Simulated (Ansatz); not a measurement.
**WC in Ansatz: convergence with smearing width**

Input of the first run (smearing width 0.3 eV); the others differ in this setting and in those tied to it:

input.yaml

```yaml
crystal:
  lattice:
    - [1.64034611, -2.1180379, 0.0]
    - [1.64034611, 2.1180379, 0.0]
    - [0.0, 0.0, 4.3094211]
  atoms:
    - { symbol: W, position: [0.514819, 0.522701, 0.493888] }
    - { symbol: C, position: [-0.003495, 0.007204, -0.00962] }
hamiltonian:
  xc: r2scan
  pseudopotentials: { kind: paw }
kpoints:
  mp_grid: { grid: [7, 7, 5] }
scf:
  occupations: { method: fermi_dirac, width: 0.3 }
output:
  forces: true
  stress: true
  eigenvalues: true
```

Potentials or basis: Ansatz PAW.

The run is started by

```bash
$ ansatz run input.yaml --threads 2 --pin off --max-ram 5632MiB --backend cpu --events-out ev --progress --plain --runs-dir out
```

The cell isn't the ideal one: atoms moved at random, drawn with an rms of 0.05 Å.

The cell was built by a generator and needn't be a form met in nature.

Hardware: 2 threads of Arm Neoverse V1, with other jobs on the host.

Q: The values tried are 0.3 eV, 0.2 eV, 0.15 eV, 0.1 eV, 0.05 eV, 0.025 eV, 0.01 eV, 0.005 eV, loosest first. From which on does the energy stay within 1 meV/atom of the tightest run that finished?

A: From 0.1 eV on.

```tsv
smearing width	energy less the tightest run, at zero smearing (meV/atom)	pressure (GPa)	largest force (eV/Å)	SCF cycles	CPU time (s)	peak memory (GiB)
0.3 eV	3.71	-33.47	0.250	7	11	0.41
0.2 eV	3.84	-34.10	0.246	6	9.9	0.41
0.15 eV	2.55	-34.31	0.241	6	9.8	0.41
0.1 eV	0.89	-34.42	0.232	7	11	0.41
0.05 eV	-0.16	-34.40	0.222	7	10	0.41
0.025 eV	-0.11	-34.41	0.219	7	10	0.41
0.01 eV	-0.06	-34.44	0.218	7	10	0.41
0.005 eV	0.00	-34.45	0.219	8	11	0.41
```

Against the tightest run, the pressure stays within 0.1 GPa from 0.1 eV on; the largest force stays within 0.005 eV/Å from 0.05 eV on. Narrower smearing needs a denser k mesh, so at a fixed mesh the narrowest width isn't the most accurate. The tightest run that finished is the yardstick and may itself not be fully converged.

Caveat, for the tightest run too: the PAW data sets come from PBE, with cores solved anew for the run's functional, which leaves a small shift of forces and pressure. Spin-orbit coupling is left out, which matters for the levels of W.
